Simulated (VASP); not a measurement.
# AgCl (Fm-3m) in VASP: further runs

AgCl is run at these levels: LDA; tasks: single point.

Everything below comes from runs of VASP 6.6.1. Logs are shortened: lines on timing, memory, paths and dates and some standing lists are left out, and cuts for length are marked.

**The experiment to reproduce.**

From a printed reference work, data compilation, for a bulk crystal of AgCl: band gap 3.249 eV (indirect).

The runs below are set against these values where they give the same quantity.

## Step 1: The cell of the first run

It takes space group Fm-3m (No. 225, cubic). Conventional cell: a = 5.354 Å, b = 5.354 Å, c = 5.354 Å, α = 90.00°, β = 90.00°, γ = 90.00°. Within 3.5 Å of Ag (site symmetry m-3m) lie 6 Cl at 2.68 Å. Cl (site symmetry m-3m) has 6 Ag at 2.68 Å within 3.5 Å.

## Step 2: Single point, LDA

INCAR

```
  ALGO = Normal
  EDIFF = 1E-6
  ENCUT = 520
  GGA = CA
  ISIF = 2
  ISMEAR = 0
  LASPH = T
  LCHARG = T
  LELF = T
  LREAL = F
  LVHAR = T
  LWAVE = F
  NBANDS = 16
  NELM = 100
  PREC = Accurate
  SIGMA = 0.01
```

KPOINTS

```
k-points
0
Gamma
  8 8 8
```

POSCAR

```
AgCl
1.0
    0.0000000000      2.6770631764      2.6770631764
    2.6770631764      0.0000000000      2.6770631764
    2.6770631764      2.6770631764      0.0000000000
Ag Cl
1 1
Direct
    0.0000000000      0.0000000000      0.0000000000
    0.5000000000      0.5000000000      0.5000000000
```

Potentials or basis: VASP PAW LDA potentials, release 64 (Ag, Cl).

Run with:

```sh
$ cat potpaw_LDA.64/Ag/POTCAR potpaw_LDA.64/Cl/POTCAR > POTCAR
$ mpirun -np 1 vasp_std > vasp.out
```

OUTCAR:

```text
EDIFF = 1E-6
   ENCUT = 520
   GGA = CA
   ISIF = 2
   ISMEAR = 0
   LASPH = T
   LREAL = F
   NELM = 100
   PREC = Accurate

 ion  position               nearest neighbor table
   1  0.000  0.000  0.000-   2 2.68   2 2.68   2 2.68   2 2.68   2 2.68   2 2.68
   2  0.500  0.500  0.500-   1 2.68   1 2.68   1 2.68   1 2.68   1 2.68   1 2.68

  LATTYP: Found a face centered cubic cell.
 ALAT       =     5.3541263528

  Lattice vectors:

 A1 = (   0.0000000000,   2.6770631764,   2.6770631764)
 A2 = (   2.6770631764,   0.0000000000,   2.6770631764)
 A3 = (   2.6770631764,   2.6770631764,   0.0000000000)

Analysis of symmetry for initial positions (statically):
=====================================================================
 Subroutine PRICEL returns:
 Original cell was already a primitive cell.

 Routine SETGRP: Setting up the symmetry group for a
 face centered cubic supercell.

 Subroutine GETGRP returns: Found 48 space group operations
 (whereof 48 operations were pure point group operations)
 out of a pool of 48 trial point group operations.

The static configuration has the point symmetry O_h .

Analysis of symmetry for dynamics (positions and initial velocities):
=====================================================================
 Subroutine PRICEL returns:
 Original cell was already a primitive cell.

 Routine SETGRP: Setting up the symmetry group for a
 face centered cubic supercell.

 Subroutine GETGRP returns: Found 48 space group operations
 (whereof 48 operations were pure point group operations)
 out of a pool of 48 trial point group operations.

The dynamic configuration has the point symmetry O_h .

 Subroutine INISYM returns: Found 48 space group operations
 (whereof 48 operations are pure point group operations),
 and found     1 'primitive' translations

----------------------------------------------------------------------------------------

                                     Primitive cell

  volume of cell :      38.3712

  direct lattice vectors                    reciprocal lattice vectors
     0.000000000  2.677063176  2.677063176    -0.186771834  0.186771834  0.186771834
     2.677063176  0.000000000  2.677063176     0.186771834 -0.186771834  0.186771834
     2.677063176  2.677063176  0.000000000     0.186771834  0.186771834 -0.186771834

  length of vectors
     3.785939051  3.785939051  3.785939051     0.323498306  0.323498306  0.323498306

  position of ions in fractional coordinates (direct lattice)
     0.000000000  0.000000000  0.000000000
     0.500000000  0.500000000  0.500000000

  ion indices of the primitive-cell ions
   primitive index   ion index
                 1           1
                 2           2

----------------------------------------------------------------------------------------

 KPOINTS: k-points

Automatic generation of k-mesh.
 Grid dimensions read from file:
 generate k-points for:    8    8    8

 Generating k-lattice:

  Cartesian coordinates                     Fractional coordinates (reciprocal lattice)
    -0.023346479  0.023346479  0.023346479     0.125000000  0.000000000  0.000000000
     0.023346479 -0.023346479  0.023346479     0.000000000  0.125000000  0.000000000
     0.023346479  0.023346479 -0.023346479     0.000000000  0.000000000  0.125000000

  Length of vectors
     0.040437288  0.040437288  0.040437288

  Shift w.r.t. Gamma in fractional coordinates (k-lattice)
     0.000000000  0.000000000  0.000000000

 Subroutine IBZKPT returns following result:
 ===========================================

 Found     29 irreducible k-points:

 Following reciprocal coordinates:
            Coordinates               Weight
  0.000000  0.000000  0.000000      1.000000
  0.125000  0.000000  0.000000      8.000000
  0.250000  0.000000  0.000000      8.000000
  0.375000  0.000000  0.000000      8.000000
  0.500000  0.000000  0.000000      4.000000
  0.125000  0.125000  0.000000      6.000000
[... 16 lines left out ...]
  0.500000  0.250000  0.125000     48.000000
 -0.375000  0.250000  0.125000     24.000000
 [... further k-points ...]
   k-points           NKPTS =     29   k-points in BZ     NKDIM =     29   number of bands    NBANDS=     16
   number of dos      NEDOS =    301   number of ions     NIONS =      2
   total plane-waves  NPLWV =  21952
   dimension x,y,z NGX =    28 NGY =   28 NGZ =   28
   dimension x,y,z NGXF=    56 NGYF=   56 NGZF=   56
   ions per type =               1   1
   NGX,Y,Z   is equivalent  to a cutoff of  12.30, 12.30, 12.30 a.u.
   NGXF,Y,Z  is equivalent  to a cutoff of  24.59, 24.59, 24.59 a.u.
 SYSTEM =  unknown system
   PREC   = accura    normal or accurate (medium, high low for compatibility)
   ISTART =      0    job   : 0-new  1-cont  2-samecut
   ICHARG =      2    charge: 1-file 2-atom 10-const
   ISPIN  =      1    spin polarized calculation?
   LNONCOLLINEAR =      F non collinear calculations
   LSORBIT =      F    spin-orbit coupling
   LASPH  =      T    aspherical Exc in radial PAW
   ENCUT  =  520.0 eV  38.22 Ry    6.18 a.u.   7.04  7.04  7.04*2*pi/ulx,y,z
   NELM   =    100;   NELMIN=  2; NELMDL= -5     # of ELM steps
   EDIFF  = 0.1E-05   stopping-criterion for ELM
   LREAL  =      F    real-space projection
   EDIFFG = 0.1E-04   stopping-criterion for IOM
   NSW    =      0    number of steps for IOM
   IBRION =     -1    ionic relax: 0-MD 1-quasi-New 2-CG
   NFREE  =      0    steps in history (QN), initial steepest desc. (CG)
   ISIF   =      2    stress and relaxation
   ISYM   =      2    0-nonsym 1-usesym 2-fastsym
   POTIM  = 0.5000    time-step for ionic-motion
   TEBEG  =    0.0;   TEEND  =   0.0 temperature during run
   PSTRESS=    0.0 pullay stress
   NELECT =      18.0000    total number of electrons
   NUPDOWN=      -1.0000    fix difference up-down
   EMIN   =  10.00;   EMAX   =-10.00  energy-range for DOS
   EFERMI =   0.00;   METHOD = LEGACY
   ISMEAR =     0;   SIGMA  =   0.01  broadening in eV -4-tet -1-fermi 0-gaus
   EFERMI_NEDOS =   21; number of points for ismear=-14 and -15
   IALGO  =     38    algorithm
   IMIX   =      4    mixing-type and parameters
     AMIX     =   0.40;   BMIX     =  1.00
     AMIX_MAG =   1.60;   BMIX_MAG =  1.00
  volume/ion in A,a.u.               =      19.19       129.47
  Fermi-wavevector in a.u.,A,eV,Ry     =   1.272029  2.403786 22.015016  1.618058
  Thomas-Fermi vector in A             =   2.404930
   LORBIT       =      0    0 simple, 1 ext, 2 COOP (PROOUT), +10 PAW based schemes
   GGA     = CA    functional components
   LHFCALC =     F    Hartree Fock is set to
   AEXX    =    0.0000 exact exchange contribution
   IVDW    =     0    specifies the selected vdW correction
   LEPSILON=     F    determine dielectric tensor
   LRPA    =     F    only Hartree local field effects (RPA)
 non-spin polarized calculation
 Gauss-broadening in eV      SIGMA  =   0.01
  energy-cutoff  :      520.00
  volume of cell :       38.37
 maximum number of plane-waves:      1056
   NGX = 15   NGY = 15   NGZ = 15

 number of electron      18.0000004 magnetization

 Free energy of the ion-electron system (eV)
  ---------------------------------------------------
  ext. energy  EPLUGINS =         0.00000000
  ---------------------------------------------------
  free energy    TOTEN  =        -6.79299621 eV

  energy without entropy =       -6.79299621  energy(sigma->0) =       -6.79299621

 E-fermi :   5.0648     XC(G=0): -10.9801

 val. band max:        5.0166398961   @ k =   0.5000   0.0000   0.0000
 cond. band min:       5.6717703069   @ k =   0.0000   0.0000   0.0000
 fundamental gap:      0.6551304108
 Fermi energy:         5.0647696131

 k-point     1 :       0.0000    0.0000    0.0000
  band No.  band energies     occupation
      1     -10.7948      2.00000
      2       2.0081      2.00000
      3       2.0081      2.00000
      4       2.0081      2.00000
      5       2.0550      2.00000
      6       2.0550      2.00000
[... 8 lines left out ...]
     15      18.6582      0.00000
     16      18.6582      0.00000

 k-point     2 :       0.1250    0.0000    0.0000
  band No.  band energies     occupation
      1     -10.7119      2.00000
      2       1.2288      2.00000
      3       1.2958      2.00000
      4       1.2958      2.00000
      5       2.0800      2.00000
      6       2.0800      2.00000
[... 8 lines left out ...]
     15      17.1262      0.00000
     16      17.6458      0.00000

 k-point     3 :       0.2500    0.0000    0.0000
  band No.  band energies     occupation
      1     -10.5004      2.00000
      2       0.0194      2.00000
      3       0.6307      2.00000
      4       0.6307      2.00000
      5       2.2477      2.00000
      6       2.2477      2.00000
[... 8 lines left out ...]
     15      17.2473      0.00000
     16      17.6831      0.00000

 k-point     4 :       0.3750    0.0000    0.0000
  band No.  band energies     occupation
      1     -10.2701      2.00000
      2      -0.9072      2.00000
      3       0.2085      2.00000
      4       0.2085      2.00000
      5       2.4245      2.00000
      6       2.4245      2.00000
[... 8 lines left out ...]
     15      18.0781      0.00000
     16      18.0781      0.00000
[... 324 lines left out ...]
 k-point    22 :       0.3750    0.2500    0.1250
  band No.  band energies     occupation
      1     -10.3724      2.00000
      2      -0.4220      2.00000
      3       0.5403      2.00000
      4       0.9220      2.00000
      5       2.1323      2.00000
      6       2.3970      2.00000
[... 8 lines left out ...]
     15      19.2599      0.00000
     16      20.6628      0.00000

 k-point    23 :       0.5000    0.2500    0.1250
  band No.  band energies     occupation
      1     -10.2094      2.00000
      2      -0.6848      2.00000
      3       0.1981      2.00000
      4       0.4642      2.00000
      5       2.2922      2.00000
      6       2.5098      2.00000
[... 8 lines left out ...]
     15      19.4642      0.00000
     16      20.4936      0.00000

 k-point    24 :      -0.3750    0.2500    0.1250
  band No.  band energies     occupation
      1     -10.1392      2.00000
      2      -0.7711      2.00000
      3       0.1204      2.00000
      4       0.1973      2.00000
      5       2.4154      2.00000
      6       2.4997      2.00000
[... 8 lines left out ...]
     15      18.6661      0.00000
     16      20.2080      0.00000

 [... further k-points ...]

------------------------ aborting loop because EDIFF is reached ----------------------------------------

  FORCE on cell =-STRESS in cart. coord.  units (eV):
  Direction    XX          YY          ZZ          XY          YZ          ZX
  --------------------------------------------------------------------------------------
  -------------------------------------------------------------------------------------
  Total        0.0088975      0.0088975      0.0088975      0.0000000      0.0000000     -0.0000000
  in kB        0.3715109      0.3715109      0.3715109      0.0000000      0.0000000     -0.0000000
  external PRESSURE =       0.3715109 kB  Pullay stress =       0.0000000 kB

 VOLUME and BASIS-vectors are now :
 -----------------------------------------------------------------------------
  energy-cutoff  :      520.00
  volume of cell :       38.37
      direct lattice vectors                 reciprocal lattice vectors
     0.000000000  2.677063176  2.677063176    -0.186771834  0.186771834  0.186771834
     2.677063176  0.000000000  2.677063176     0.186771834 -0.186771834  0.186771834
     2.677063176  2.677063176  0.000000000     0.186771834  0.186771834 -0.186771834

 POSITION                                       TOTAL-FORCE (eV/Angst)
 -----------------------------------------------------------------------------------
      0.00000      0.00000      0.00000        -0.000000     -0.000000     -0.000000
      2.67706      2.67706      2.67706         0.000000      0.000000      0.000000
 -----------------------------------------------------------------------------------
    total drift:                                0.000000      0.000000      0.000000

  FREE ENERGIE OF THE ION-ELECTRON SYSTEM (eV)
  ---------------------------------------------------
  free  energy   TOTEN  =        -6.7929962148 eV

  energy  without entropy=       -6.7929962148  energy(sigma->0) =       -6.79299621
```

Run time: 23 s. Hardware: 1 thread of Intel Xeon 8259CL, shared host; peak memory 0.15 GiB.

Results:

```yaml
Free_energy: -6.7930 eV
Pressure: 0.0 GPa
Band_gap_on_the_k_mesh: 0.66 eV (least direct gap 3.37 eV)
```

Levels at points of the mesh, in eV from the valence-band top:
| k point | band 6 | band 7 | band 8 | band 9 | band 10 | band 11 | band 12 | band 13 |
| --- | --- | --- | --- | --- | --- | --- | --- | --- |
| (0.00, 0.00, 0.00) | -2.96 | -2.76 | -2.76 | -2.76 | 0.66 | 10.71 | 10.71 | 10.71 |
| (0.50, 0.00, 0.00) | -2.52 | -2.13 | 0.00 | 0.00 | 3.67 | 6.95 | 7.24 | 7.24 |
| (0.50, 0.50, 0.00) | -2.71 | -2.36 | -2.36 | -2.19 | 1.94 | 7.71 | 8.75 | 11.79 |

## Step 3: Single point, LDA

INCAR

```
SYSTEM = AgCl
PREC = Accurate
ENCUT = 520
EDIFF = 1E-7
ISMEAR = -4
SIGMA = 0.1
LREAL = .FALSE.
LASPH = .TRUE.
NELM = 100
ALGO = Normal
ISIF = 2
LWAVE = .FALSE.
LCHARG = .FALSE.
NBANDS = 16
```

KPOINTS

```
regular mesh
0
G
  8 8 8
  0 0 0
```

POSCAR is that of step 2.

Potentials or basis: VASP PAW LDA potentials, release 64 (Ag, Cl).

Run with:

```sh
$ cat potpaw_LDA.64/Ag/POTCAR potpaw_LDA.64/Cl/POTCAR > POTCAR
$ mpirun -np 1 vasp_std > vasp.out
```

OUTCAR:

```text
SYSTEM = AgCl
   PREC = Accurate
   ENCUT = 520
   EDIFF = 1E-7
   ISMEAR = -4
   LREAL = .FALSE.
   LASPH = .TRUE.
   NELM = 100
   ISIF = 2

 ion  position               nearest neighbor table
   1  0.000  0.000  0.000-   2 2.68   2 2.68   2 2.68   2 2.68   2 2.68   2 2.68
   2  0.500  0.500  0.500-   1 2.68   1 2.68   1 2.68   1 2.68   1 2.68   1 2.68

  LATTYP: Found a face centered cubic cell.
 ALAT       =     5.3541263528

  Lattice vectors:

 A1 = (   0.0000000000,   2.6770631764,   2.6770631764)
 A2 = (   2.6770631764,   0.0000000000,   2.6770631764)
 A3 = (   2.6770631764,   2.6770631764,   0.0000000000)

Analysis of symmetry for initial positions (statically):
=====================================================================
 Subroutine PRICEL returns:
 Original cell was already a primitive cell.

 Routine SETGRP: Setting up the symmetry group for a
 face centered cubic supercell.

 Subroutine GETGRP returns: Found 48 space group operations
 (whereof 48 operations were pure point group operations)
 out of a pool of 48 trial point group operations.

The static configuration has the point symmetry O_h .

Analysis of symmetry for dynamics (positions and initial velocities):
[... 163 lines left out ...]
 val. band max:        5.0168042316   @ k =   0.5000   0.0000   0.0000
 cond. band min:       5.6718345115   @ k =   0.0000   0.0000   0.0000
 fundamental gap:      0.6550302799
 Fermi energy:         5.0649483425

 k-point     1 :       0.0000    0.0000    0.0000
  band No.  band energies     occupation
      1     -10.7945      2.00000
      2       2.0081      2.00000
      3       2.0081      2.00000
      4       2.0081      2.00000
      5       2.0550      2.00000
      6       2.0550      2.00000
[... 433 lines left out ...]
      3       0.1206      2.00000
      4       0.1974      2.00000
      5       2.4154      2.00000
      6       2.4996      2.00000
[... 8 lines left out ...]
     15      18.6662      0.00000
     16      20.2081      0.00000

 [... further k-points ...]

------------------------ aborting loop because EDIFF is reached ----------------------------------------

  FORCE on cell =-STRESS in cart. coord.  units (eV):
  Direction    XX          YY          ZZ          XY          YZ          ZX
  --------------------------------------------------------------------------------------
  -------------------------------------------------------------------------------------
  Total        0.0061720      0.0061720      0.0061720      0.0000000      0.0000000     -0.0000000
  in kB        0.2577102      0.2577102      0.2577102      0.0000000      0.0000000     -0.0000000
  external PRESSURE =       0.2577102 kB  Pullay stress =       0.0000000 kB

 VOLUME and BASIS-vectors are now :
 -----------------------------------------------------------------------------
  energy-cutoff  :      520.00
  volume of cell :       38.37
      direct lattice vectors                 reciprocal lattice vectors
     0.000000000  2.677063176  2.677063176    -0.186771834  0.186771834  0.186771834
     2.677063176  0.000000000  2.677063176     0.186771834 -0.186771834  0.186771834
     2.677063176  2.677063176  0.000000000     0.186771834  0.186771834 -0.186771834

 POSITION                                       TOTAL-FORCE (eV/Angst)
 -----------------------------------------------------------------------------------
      0.00000      0.00000      0.00000         0.000000      0.000000      0.000000
      2.67706      2.67706      2.67706         0.000000      0.000000     -0.000000
 -----------------------------------------------------------------------------------
    total drift:                                0.000000      0.000000      0.000000

  FREE ENERGIE OF THE ION-ELECTRON SYSTEM (eV)
  ---------------------------------------------------
  free  energy   TOTEN  =        -6.7929961506 eV

  energy  without entropy=       -6.7929961506  energy(sigma->0) =       -6.79299615
```

stdout:

```text
POSCAR found type information on POSCAR AgCl
 POSCAR found :  2 types and       2 ions
 scaLAPACK will be used
 LDA part: xc-table for (Slater(with rela. corr.)+CA(PZ))
 , standard interpolation
 POSCAR, INCAR and KPOINTS ok, starting setup
 FFT: planning ... GRIDC
 FFT: planning ... GRID_SOFT
 FFT: planning ... GRID
 WAVECAR not read
 entering main loop
```

Run time: 23 s. Hardware: 1 thread of Intel Xeon 8259CL, shared host; peak memory 0.15 GiB.

Results:

- Free energy: -6.7930 eV
- Pressure: 0.0 GPa
- Band gap on the k mesh: 0.66 eV (least direct gap 3.37 eV)

## Step 4: Single point, LDA, non-collinear spin, zero start, spin-orbit coupling

This run uses another cell than the first one, of 18.90 Å³/atom.

INCAR

```
SYSTEM = AgCl
  ALGO = Normal
  EDIFF = 1E-6
  ENCUT = 520
  GGA_COMPAT = .False.
  ISIF = 2
  ISMEAR = 0
  LASPH = .True.
  LCHARG = .False.
  LMAXMIX = 4
  LNONCOLLINEAR = .True.
  LORBIT = 11
  LORBMOM = .True.
  LREAL = .False.
  LSORBIT = .True.
  LWAVE = .False.
  MAGMOM = 0 0 0 0 0 0
  NBANDS = 30
  NELM = 150
  PREC = Accurate
  SIGMA = 0.01
```

KPOINTS

```
k-points
0
Gamma
  8 8 8
  0 0 0
```

POSCAR

```
AgCl
1.0
    0.0000000000      2.6636778605      2.6636778605
    2.6636778605      0.0000000000      2.6636778605
    2.6636778605      2.6636778605      0.0000000000
Ag Cl
1 1
Direct
    0.0000000000      0.0000000000      0.0000000000
    0.5000000000      0.5000000000      0.5000000000
```

Run with:

```sh
$ cat potpaw_LDA.64/Ag/POTCAR potpaw_LDA.64/Cl/POTCAR > POTCAR
$ mpirun -np 1 vasp_ncl > vasp.out
```

It took 100 s on 1 thread of Intel Xeon 8259CL, shared host; peak memory 0.23 GiB.

It converged, with:

```yaml
Free_energy: -6.8131 eV
Pressure: 1.1 GPa
Net_moment: 0.00 μB per cell
Valence_electrons_inside_the_program's_atomic_spheres: Ag 9.79; Cl 5.06
```

Moments on the atoms (μB; x, y, z):
```
Ag  0.00 0.00 0.00
Cl  0.00 0.00 0.00
```

(Continued in part 2 of 2.)
